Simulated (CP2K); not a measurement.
Runs of CP2K 2026.2 on CdS (Greenockite). Symmetry: P6_3mc, No. 186, hexagonal system. The conventional cell has a = 4.150 Å, b = 4.150 Å, c = 6.737 Å, α = 90.00°, β = 90.00°, γ = 120.00°. Around Cd (site symmetry 3m) lie 4 S at 2.53 to 2.54 Å. S (site symmetry 3m) has 4 Cd at 2.53 to 2.54 Å as nearest neighbours. 

```csv
task,level,potentials or basis,spin,cell,k mesh,smearing,EPS_DEFAULT,k points reduced by the point group,NGRIDS,points a segment of the path (NPOINTS),bands added on the path,gap on the mesh (eV),pressure (GPa),largest force (eV/Å)
band structure,LDA,"GTH_POTENTIALS Cd GTH-PADE-q12, S GTH-PADE-q6; TZVP-MOLOPT-PBE-GTH basis",off,as given,7 × 7 × 4,fermi-dirac 0.1 eV,1.0E-9,yes,4,10,6,0.89,-2.6,(b)
band structure,PBE,"GTH_SOC_POTENTIALS Cd GTH-PBE-q12, S GTH-PBE-q6; TZVP-MOLOPT-PBE-GTH basis","SOC, no magnetisation",as given,7 × 7 × 4,fermi-dirac 0.05 eV,1.0E-10,-,4,8,4,-,(c),0.07
band structure,TB-mBJ,"POTENTIAL_UZH Cd GTH-PBE-q12, S GTH-PBE-q6; TZVP-MOLOPT-PBE-GTH basis",off,as given,7 × 7 × 4,fermi-dirac 0.1 eV,1.0E-9,yes,5,8,4,1.05,-,-
band structure,PBEsol,"POTENTIAL_UZH Cd GTH-PBE-q12, S GTH-PBE-q6; TZVP-MOLOPT-PBE-GTH basis",off,as given,7 × 7 × 4,fermi-dirac 0.05 eV,1.0E-9,yes,4,8,2,1.03,(a),0.07
relaxation of cell and atoms,PBE,"POTENTIAL_UZH Cd GTH-PBE-q12, S GTH-PBE-q6; TZVP-MOLOPT-PBE-GTH basis",off,relaxed,6 × 6 × 3,fermi-dirac 0.05 eV,1.0E-10,-,4,-,-,1.09,0.0,-
```

Task: Estimate the missing entries.

Result: (a) -0.1; (b) 0.06; (c) 2.6.

Caveats: the basis of atomic orbitals isn't converged, which shifts pressures, moduli and gaps; the potentials were made for another functional, which shifts forces and pressure (some runs); this is a model potential without an energy functional, so only levels have meaning (some runs); the printed path begins after the first move (some runs).

A k mesh can miss the band edges, and rows without SOC leave out spin-orbit coupling on Cd.
